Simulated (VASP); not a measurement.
# BN (Fmm2) in VASP: further runs

Runs on BN. Level: PBE+D3(BJ). Tasks: single point, relaxation of cell and atoms.

All numbers are computed with VASP 6.6.1; they aren't measurements. Logs are shortened: lines on timing, memory, paths and dates and some standing lists are left out, and cuts for length are marked.

## 1. The structure

The structure is orthorhombic, space group Fmm2 (No. 42). Conventional cell: a = 2.508 Å, b = 6.679 Å, c = 4.338 Å, α = 90.00°, β = 90.00°, γ = 90.00°. Around B (site symmetry mm2) lie 3 N at 1.45 Å. N (site symmetry mm2) is surrounded by 3 B at 1.45 Å.

Measurements of this composition are mostly on another form, of space group No. 194.

## 2. Single point, PBE+D3(BJ)

INCAR reads:

```
SYSTEM = BN
ALGO = Normal
EDIFF = 1E-6
ENCUT = 520
GGA = PE
ISIF = 2
ISMEAR = 0
IVDW = 12
LASPH = .True.
LCHARG = .False.
LREAL = .False.
LWAVE = .False.
NBANDS = 11
NELM = 100
PREC = Accurate
SIGMA = 0.02
```

KPOINTS reads:

```
k-points
0
Gamma
  12 12 12
  0 0 0
```

POSCAR reads:

```
BN
1.0
    0.0000000000      3.3394821895      2.1688319106
    1.2538424675      0.0000000000      2.1688319106
    1.2538424675      3.3394821895      0.0000000000
B N
1 1
Direct
    0.0001068737      0.0001068737      0.9998931263
    0.6665931163      0.6665931163      0.3334068837
```

Potentials or basis: VASP PAW PBE potentials, release 64 (B, N).

Run with:

```sh
cat potpaw_PBE.64/B/POTCAR potpaw_PBE.64/N/POTCAR > POTCAR
mpirun -np 1 vasp_std > vasp.out
```

OUTCAR:

```text
SYSTEM = BN
   EDIFF = 1E-6
   ENCUT = 520
   GGA = PE
   ISIF = 2
   ISMEAR = 0
   IVDW = 12
   LASPH = .True.
   LREAL = .False.
   NELM = 100
   PREC = Accurate
 IVDW          = 12

 ion  position               nearest neighbor table
   1  0.000  0.000  1.000-   2 1.45   2 1.45   2 1.45
   2  0.667  0.667  0.333-   1 1.45   1 1.45   1 1.45

  LATTYP: Found a face centered orthorhombic cell.
 ALAT       =     2.5076849350
 B/A-ratio  =     1.7297483271
 C/A-ratio  =     2.6633985338

  Lattice vectors:

 A1 = (   0.0000000000,   3.3394821895,   2.1688319106)
 A2 = (  -1.2538424675,   3.3394821895,   0.0000000000)
 A3 = (  -1.2538424675,   0.0000000000,   2.1688319106)

Analysis of symmetry for initial positions (statically):
=====================================================================
 Subroutine PRICEL returns:
 Original cell was already a primitive cell.

 Routine SETGRP: Setting up the symmetry group for a
 face centered orthorhombic supercell.

 Subroutine GETGRP returns: Found  4 space group operations
 (whereof  4 operations were pure point group operations)
 out of a pool of  8 trial point group operations.

The static configuration has the point symmetry C_2v.

Analysis of symmetry for dynamics (positions and initial velocities):
=====================================================================
 Subroutine PRICEL returns:
 Original cell was already a primitive cell.

 Routine SETGRP: Setting up the symmetry group for a
 face centered orthorhombic supercell.

 Subroutine GETGRP returns: Found  4 space group operations
 (whereof  4 operations were pure point group operations)
 out of a pool of  8 trial point group operations.

The dynamic configuration has the point symmetry C_2v.

 Subroutine INISYM returns: Found  4 space group operations
 (whereof  4 operations are pure point group operations),
 and found     1 'primitive' translations

----------------------------------------------------------------------------------------

                                     Primitive cell

  volume of cell :      18.1626

  direct lattice vectors                    reciprocal lattice vectors
     0.000000000  3.339482189  2.168831911    -0.398774179  0.149723811  0.230538843
     1.253842467  0.000000000  2.168831911     0.398774179 -0.149723811  0.230538843
     1.253842467  3.339482189  0.000000000     0.398774179  0.149723811 -0.230538843

  length of vectors
     3.981955945  2.505185181  3.567108385     0.484341020  0.484341020  0.484341020

  position of ions in fractional coordinates (direct lattice)
     0.000106874  0.000106874  0.999893126
     0.666593116  0.666593116  0.333406884

  ion indices of the primitive-cell ions
   primitive index   ion index
                 1           1
                 2           2

----------------------------------------------------------------------------------------

 KPOINTS: k-points

Automatic generation of k-mesh.
 Grid dimensions read from file:
 generate k-points for:   12   12   12

 Generating k-lattice:

  Cartesian coordinates                     Fractional coordinates (reciprocal lattice)
    -0.033231182  0.012476984  0.019211570     0.083333333  0.000000000 -0.000000000
     0.033231182 -0.012476984  0.019211570     0.000000000  0.083333333  0.000000000
     0.033231182  0.012476984 -0.019211570    -0.000000000 -0.000000000  0.083333333

  Length of vectors
     0.040361752  0.040361752  0.040361752

  Shift w.r.t. Gamma in fractional coordinates (k-lattice)
     0.000000000  0.000000000  0.000000000

 Subroutine IBZKPT returns following result:
 ===========================================

 Found    280 irreducible k-points:

 Following reciprocal coordinates:
            Coordinates               Weight
  0.000000  0.000000  0.000000      1.000000
  0.083333  0.000000  0.000000      8.000000
  0.166667 -0.000000  0.000000      8.000000
  0.250000  0.000000  0.000000      8.000000
  0.333333  0.000000  0.000000      8.000000
  0.416667  0.000000 -0.000000      8.000000
[... 16 lines left out ...]
  0.500000  0.166667  0.000000      8.000000
 -0.416667  0.166667  0.000000      8.000000
 [... further k-points ...]
   k-points           NKPTS =    280   k-points in BZ     NKDIM =    280   number of bands    NBANDS=     11
   number of dos      NEDOS =    301   number of ions     NIONS =      2
   total plane-waves  NPLWV =  16800
   dimension x,y,z NGX =    30 NGY =   20 NGZ =   28
   dimension x,y,z NGXF=    60 NGYF=   40 NGZF=   56
   ions per type =               1   1
   NGX,Y,Z   is equivalent  to a cutoff of  12.52, 13.27, 13.05 a.u.
   NGXF,Y,Z  is equivalent  to a cutoff of  25.05, 26.54, 26.10 a.u.
 SYSTEM =  BN
   PREC   = accura    normal or accurate (medium, high low for compatibility)
   ISTART =      0    job   : 0-new  1-cont  2-samecut
   ICHARG =      2    charge: 1-file 2-atom 10-const
   ISPIN  =      1    spin polarized calculation?
[... 66 lines left out ...]
      3       0.9009      2.00000
      4       0.9046      2.00000
      5       7.4205      0.00000
      6      13.7812      0.00000
      7      13.8787      0.00000
      8      15.3401      0.00000
      9      16.8873      0.00000
     10      27.8947      0.00000
     11      30.1450      0.00000

 k-point     2 :       0.0833    0.0000    0.0000
  band No.  band energies     occupation
      1     -15.4243      2.00000
      2      -1.7811      2.00000
      3       0.3417      2.00000
      4       0.6442      2.00000
      5       7.7474      0.00000
      6      13.7746      0.00000
      7      14.3993      0.00000
      8      14.8389      0.00000
      9      17.3372      0.00000
     10      27.7745      0.00000
     11      28.3024      0.00000

 k-point     3 :       0.1667   -0.0000    0.0000
  band No.  band energies     occupation
      1     -15.0125      2.00000
      2      -1.4302      2.00000
      3      -1.0488      2.00000
      4       0.0169      2.00000
      5       8.5975      0.00000
      6      13.4811      0.00000
      7      13.6535      0.00000
      8      16.0022      0.00000
      9      18.4422      0.00000
     10      24.9086      0.00000
     11      28.6255      0.00000

 k-point     4 :       0.2500    0.0000    0.0000
  band No.  band energies     occupation
      1     -14.3589      2.00000
      2      -2.8540      2.00000
      3      -0.7923      2.00000
      4      -0.7091      2.00000
      5       9.6266      0.00000
      6      11.8340      0.00000
      7      13.5472      0.00000
      8      18.2660      0.00000
      9      19.7688      0.00000
     10      22.7240      0.00000
     11      27.3305      0.00000

 k-point     5 :       0.3333    0.0000    0.0000
  band No.  band energies     occupation
      1     -13.5363      2.00000
      2      -4.6288      2.00000
      3      -1.3348      2.00000
      4       0.0235      2.00000
      5       9.1359      0.00000
      6      11.5635      0.00000
      7      13.8314      0.00000
      8      20.2730      0.00000
      9      20.8158      0.00000
     10      21.8781      0.00000
     11      26.2769      0.00000
[... 211 lines left out ...]
 k-point    21 :       0.3333    0.1667    0.0000
  band No.  band energies     occupation
      1     -14.0108      2.00000
      2      -3.3084      2.00000
      3      -1.6830      2.00000
      4      -0.1643      2.00000
      5       9.9912      0.00000
      6      11.3463      0.00000
      7      14.6356      0.00000
      8      17.0959      0.00000
      9      20.8589      0.00000
     10      21.7679      0.00000
     11      27.0563      0.00000

 k-point    22 :       0.4167    0.1667    0.0000
  band No.  band energies     occupation
      1     -13.2270      2.00000
      2      -4.6401      2.00000
      3      -2.5628      2.00000
      4       0.6301      2.00000
      5       9.1076      0.00000
      6      11.9938      0.00000
      7      15.0544      0.00000
      8      18.1141      0.00000
      9      19.4555      0.00000
     10      23.1847      0.00000
     11      26.3523      0.00000

 k-point    23 :       0.5000    0.1667    0.0000
  band No.  band energies     occupation
      1     -12.4657      2.00000
      2      -5.8234      2.00000
      3      -3.0857      2.00000
      4       1.3967      2.00000
      5       7.6530      0.00000
      6      13.2848      0.00000
      7      15.4466      0.00000
      8      17.8041      0.00000
      9      20.3312      0.00000
     10      23.8212      0.00000
     11      25.3673      0.00000

 k-point    24 :      -0.4167    0.1667    0.0000
  band No.  band energies     occupation
      1     -12.1044      2.00000
      2      -6.3346      2.00000
      3      -3.2504      2.00000
      4       1.6735      2.00000
      5       7.0278      0.00000
      6      13.8055      0.00000
      7      15.8521      0.00000
      8      17.7796      0.00000
      9      21.0734      0.00000
     10      23.1329      0.00000
     11      25.0514      0.00000

 [... further k-points ...]

------------------------ aborting loop because EDIFF is reached ----------------------------------------

 Edisp (eV)   -0.27996

 E8    (eV) :    -0.0820

  FORCE on cell =-STRESS in cart. coord.  units (eV):
  Direction    XX          YY          ZZ          XY          YZ          ZX
  --------------------------------------------------------------------------------------
  -------------------------------------------------------------------------------------
  Total       0.01943    -0.01807     0.01925     0.00000     0.00000     0.00000
  in kB       1.71364    -1.59363     1.69813     0.00000     0.00000     0.00000
  external pressure =        0.61 kB  Pullay stress =        0.00 kB

 VOLUME and BASIS-vectors are now :
 -----------------------------------------------------------------------------
  energy-cutoff  :      520.00
  volume of cell :       18.16
      direct lattice vectors                 reciprocal lattice vectors
     0.000000000  3.339482189  2.168831911    -0.398774179  0.149723811  0.230538843
     1.253842467  0.000000000  2.168831911     0.398774179 -0.149723811  0.230538843
     1.253842467  3.339482189  0.000000000     0.398774179  0.149723811 -0.230538843

 POSITION                                       TOTAL-FORCE (eV/Angst)
 -----------------------------------------------------------------------------------
      1.25384      3.33948      0.00046         0.000000      0.000000      0.000115
      1.25384      3.33948      2.89146         0.000000      0.000000     -0.000115
 -----------------------------------------------------------------------------------
    total drift:                                0.000003      0.000006     -0.000011

  FREE ENERGIE OF THE ION-ELECTRON SYSTEM (eV)
  ---------------------------------------------------
  free  energy   TOTEN  =       -17.8556520387 eV

  energy  without entropy=      -17.8556520387  energy(sigma->0) =      -17.85565204
```

It took 40 s on 1 thread of Intel Xeon 6975P-C (Granite Rapids), shared host; peak memory 0.18 GiB.

What came out:

| Property | Result |
| --- | --- |
| Free energy | -17.8557 eV |
| Pressure | 0.1 GPa |
| Band gap on the k mesh | 3.65 eV, indirect (least direct gap 4.53 eV) |
| Dispersion energy per atom | -0.140 eV |

Levels at points of the mesh, in eV from the valence-band top:
| k point | band 2 | band 3 | band 4 | band 5 | band 6 | band 7 |
| --- | --- | --- | --- | --- | --- | --- |
| (0.00, 0.00, 0.00) | -4.24 | -1.44 | -1.43 | 5.08 | 11.44 | 11.54 |
| (0.50, 0.00, 0.00) | -8.99 | -4.22 | -1.03 | 4.58 | 9.79 | 13.53 |
| (0.50, 0.50, 0.00) | -9.12 | -4.22 | -0.39 | 5.98 | 9.36 | 12.34 |
| (0.50, 0.00, 0.50) | -6.29 | -1.47 | -1.42 | 10.06 | 11.39 | 11.48 |
| (0.00, 0.50, 0.50) | -8.85 | -4.28 | -1.61 | 3.65 | 9.79 | 14.80 |

## 3. Relaxation of cell and atoms, PBE+D3(BJ)

This run uses another cell than the first one, of 9.48 Å³/atom, 1.043 times its volume.

INCAR reads:

```
SYSTEM = BN
  ALGO = Fast
  EDIFF = 1E-6
  EDIFFG = -0.005
  ENCUT = 600
  GGA = PE
  IBRION = 2
  ISIF = 3
  ISMEAR = 0
  IVDW = 12
  LASPH = .TRUE.
  LCHARG = .FALSE.
  LREAL = .FALSE.
  LWAVE = .FALSE.
  NELM = 100
  NSW = 100
  PREC = Accurate
  SIGMA = 0.02
```

KPOINTS reads:

```
k-points
0
G
  12 12 12
  0 0 0
```

POSCAR reads:

```
BN
1.0
    0.0000000000      3.4953158300      2.1660912400
    1.2516321000      0.0000000000      2.1660912400
    1.2516321000      3.4953158300      0.0000000000
B N
1 1
Direct
    0.0000486500      0.0000486500      0.9999513500
    0.6666513400      0.6666513400      0.3333486600
```

Potentials or basis: VASP PAW PBE potentials, release 64 (B, N).

Run with:

```sh
cat potpaw_PBE.64/B/POTCAR potpaw_PBE.64/N/POTCAR > POTCAR
mpirun -np 1 vasp_std > vasp.out
```

Wall time 4 min (1 thread of Intel Xeon 6975P-C (Granite Rapids), shared host); peak memory 0.22 GiB.

Results (log left out):

```
Free energy                            : -17.8605 eV
Relaxed volume                         : 9.00 Å³/atom
Relaxed cell                           : a = 3.958 Å, b = 2.505 Å, c = 3.540 Å, α = 79.79°, β = 38.53°, γ = 61.68°
Space group after relaxing (to 0.05 Å) : Fmm2 (No. 42)
Energy gained by relaxing              : 2.5 meV/atom
Ionic steps                            : 24
Pressure after relaxing                : -0.1 GPa
Band gap on the k mesh                 : 3.61 eV, indirect (least direct gap 4.53 eV)
Dispersion energy per atom             : -0.141 eV
```

Step by step:
| step | energy change (eV) | largest force (eV/Å) | pressure (GPa) | volume (Å³) |
| --- | --- | --- | --- | --- |
| 1 | 0.0000 | 0.0095 | 0.76 | 18.95 |
| 2 | 0.0005 | 0.0286 | -2.61 | 19.08 |
| 3 | -0.0005 | 0.0068 | -0.70 | 19.00 |
| 4 | -0.0011 | 0.0109 | -0.70 | 18.93 |
| 5 | -0.0025 | 0.0640 | -0.81 | 18.71 |
| 6 | -0.0040 | 0.1710 | -0.99 | 18.28 |
| 7 | -0.0043 | 0.1372 | -0.83 | 18.25 |
| 8 | -0.0048 | 0.0357 | -0.45 | 18.14 |
| 9 | -0.0046 | 0.1672 | 0.33 | 17.93 |
| 10 | -0.0049 | 0.0345 | -0.24 | 18.07 |
| 11 | -0.0049 | 0.0488 | -0.15 | 18.06 |
| 12 | -0.0049 | 0.0427 | -0.17 | 18.06 |
| 13 | -0.0049 | 0.0355 | -0.10 | 18.05 |
| 14 | -0.0049 | 0.0141 | 0.20 | 18.00 |
| 15 | -0.0049 | 0.0167 | 0.16 | 18.00 |
| 16 | -0.0049 | 0.0202 | 0.12 | 18.01 |
| 17 | -0.0049 | 0.0185 | 0.13 | 18.01 |
| 18 | -0.0049 | 0.0174 | 0.12 | 18.01 |
| 19 | -0.0050 | 0.0033 | 0.08 | 18.01 |
| 20 | -0.0050 | 0.0064 | 0.04 | 18.01 |
| 21 | -0.0050 | 0.0087 | 0.02 | 18.01 |
| 22 | -0.0050 | 0.0049 | -0.03 | 18.01 |
| 23 | -0.0050 | 0.0075 | -0.13 | 18.01 |
| 24 | -0.0050 | 0.0008 | -0.07 | 18.01 |

Final structure:
```xyz
2
Lattice="0.0000 3.3108 2.1687 1.2539 0.0000 2.1687 1.2539 3.3108 0.0000" Properties=species:S:1:pos:R:3 pbc="T T T"
B     1.2539    3.3108    0.0005
N     1.2539    3.3108    2.8913
```

Levels at points of the mesh, in eV from the valence-band top:
```csv
k point,band 2,band 3,band 4,band 5,band 6,band 7
"(0.00, 0.00, 0.00)",-4.20,-1.44,-1.44,5.13,11.43,11.54
"(0.50, 0.00, 0.00)",-9.00,-4.23,-1.04,4.56,9.79,13.57
"(0.50, 0.50, 0.00)",-9.13,-4.22,-0.36,6.02,9.36,12.36
"(0.50, 0.00, 0.50)",-6.34,-1.48,-1.43,10.14,11.37,11.47
"(0.00, 0.50, 0.50)",-8.85,-4.29,-1.64,3.61,9.77,14.86
```

## 4. Single point, PBE+D3(BJ)

This run uses another cell than the first one, of 70.70 Å³/atom, 7.786 times its volume.

INCAR reads:

```
  PREC = Accurate
  ENCUT = 520
  EDIFF = 1E-6
  ISMEAR = 0
  SIGMA = 0.1
  LREAL = F
  LASPH = T
  NELM = 100
  ALGO = Fast
  ISIF = 2
  LWAVE = F
  LCHARG = T
  LDIPOL = T
  IDIPOL = 3
  DIPOL = 0.5 0.5 0.500
  GGA = PE
  IVDW = 12
  LELF = T
  LVHAR = T
  LVACPOTAV = T
  NBANDS = 11
```

KPOINTS reads:

```
Automatic mesh
0
Gamma
  8 8 1
```

POSCAR reads:

```
BN
1.0
    2.5051851807      0.0000000000      0.0000000000
    1.2500915888      2.1709960408      0.0000000000
    0.0000000000      0.0000000000     26.0000000000
B N
1 1
Direct
    0.4998931263      0.4998931263      0.5000000000
    0.8334068837      0.8334068837      0.5000000000
```

Run with:

```sh
cat potpaw_PBE.64/B/POTCAR potpaw_PBE.64/N/POTCAR > POTCAR
mpirun -np 1 vasp_std > vasp.out
```

Wall time 43 s (1 thread of Intel Xeon 6975P-C (Granite Rapids), shared host); peak memory 0.25 GiB.

Results (log left out):

| Quantity | Value |
| --- | --- |
| Free energy | -17.7541 eV |
| Largest force | 0.016 eV/Å |
| Band gap on the k mesh | 4.87 eV, indirect (least direct gap 4.97 eV) |
| Dispersion energy per atom | -0.077 eV |
| Ionisation potential of the upper face | 6.00 eV |

Forces in eV/Å, atoms in the order of the input:
```
B    0.014  0.008  0.000
N   -0.014 -0.008  0.000
```

Levels at points of the mesh, in eV from the valence-band top:
```
           k point  band 1  band 2  band 3  band 4  band 5  band 6  band 7  band 8
(0.00, 0.00, 0.00)  -17.46   -5.05   -1.16   -1.14    4.87    5.75    5.94    6.35
(0.50, 0.00, 0.00)  -14.39   -8.69   -3.93   -0.71    4.98    9.93   12.66   13.10
(0.50, 0.50, 0.00)  -14.38   -8.68   -3.96   -0.71    5.00    9.90   12.67   13.11
```

## 5. Overview

```tsv
task	cell	k mesh	cutoff (eV)	smearing	dipole correction	gap on the mesh (eV)	pressure (GPa)
single point	Fmm2, 9.08 Å³/atom	12 × 12 × 12	520	gaussian 0.02 eV	no	3.65	0.1
relaxation of cell and atoms	relaxed	12 × 12 × 12	600	gaussian 0.02 eV	no	3.61	-0.1
single point	Amm2, 70.7 Å³/atom	8 × 8 × 1	520	gaussian 0.1 eV	yes	4.87	-
```

Alike in all rows: level PBE+D3(BJ); potentials or basis VASP PAW PBE potentials, release 64 (B, N); no spin polarisation.

Total energies depend on the potentials used, so only differences within one code and one set of settings carry meaning.
